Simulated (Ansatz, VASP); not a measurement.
TiAl in VASP and in Ansatz

Contents of POSCAR:

```
TiAl
1.0
    3.1790640000      0.0000000000      0.0000000000
    0.0000000000      3.1790640000      0.0000000000
    0.0000000000      0.0000000000      3.1790640000
Ti Al
1 1
Direct
    0.0000000000      0.0000000000      0.0000000000
    0.5000000000      0.5000000000      0.5000000000
```

INCAR.step1

```
PREC = Accurate
ENCUT = 520
ISMEAR = 0
SIGMA = 0.1
LREAL = False
LASPH = True
NELM = 100
NBANDS = 14
GGA = PE
ALGO = Normal
EDIFF = 1E-4
LWAVE = True
LCHARG = False
```

INCAR.step2

```
PREC = Accurate
ENCUT = 520
EDIFF = 1E-6
ISMEAR = 0
SIGMA = 0.1
LREAL = False
LASPH = True
NELM = 100
ALGO = Normal
ISIF = 2
LWAVE = False
LCHARG = False
METAGGA = R2SCAN
LMIXTAU = True
NBANDS = 14
ISTART = 1
```

File KPOINTS:

```
regular mesh
0
Gamma
  6 6 6
```

Input for Ansatz:

```yaml
crystal:
  lattice:
    - [3.179064, 0.0, 0.0]
    - [0.0, 3.179064, 0.0]
    - [0.0, 0.0, 3.179064]
  atoms:
    - { symbol: Ti, position: [0.0, 0.0, 0.0] }
    - { symbol: Al, position: [0.5, 0.5, 0.5] }
basis:
  ecutwfc: 500
kpoints:
  mp_grid: { grid: [6, 6, 6] }
hamiltonian:
  xc: r2scan
scf:
  occupations: { method: gaussian, width: 0.1 }
output:
  forces: true
  stress: true
  eigenvalues: true
```

The cell comes from a database or a generator and needn't be the stable form of this composition.

Alike in both runs: task single point; functional r2SCAN; k mesh 6 × 6 × 6; occupations gaussian, width 0.1 eV; no spin polarisation.

```csv
,VASP,Ansatz
version,VASP 6.6.1,Ansatz 0.2.0
potentials or method,"VASP PAW PBE potentials, release 64 (Ti_sv, Al)","scalar-relativistic, plane waves, PAW"
plane-wave cutoff (eV),520,500
valence electrons in the cell,15,15
```

```csv
,VASP,Ansatz,Ansatz less VASP
gap on the k mesh at the Fermi level (eV),none,none,-
pressure (GPa),-0.9,-1.0,-0.08
```

A gap of «none» marks a metal or a gap that the smearing closes. With one functional, cell and mesh, what is left measures potentials, basis and numerics.

Caveats: the PAW data sets were made with another functional, which shifts forces and pressure a little (VASP).
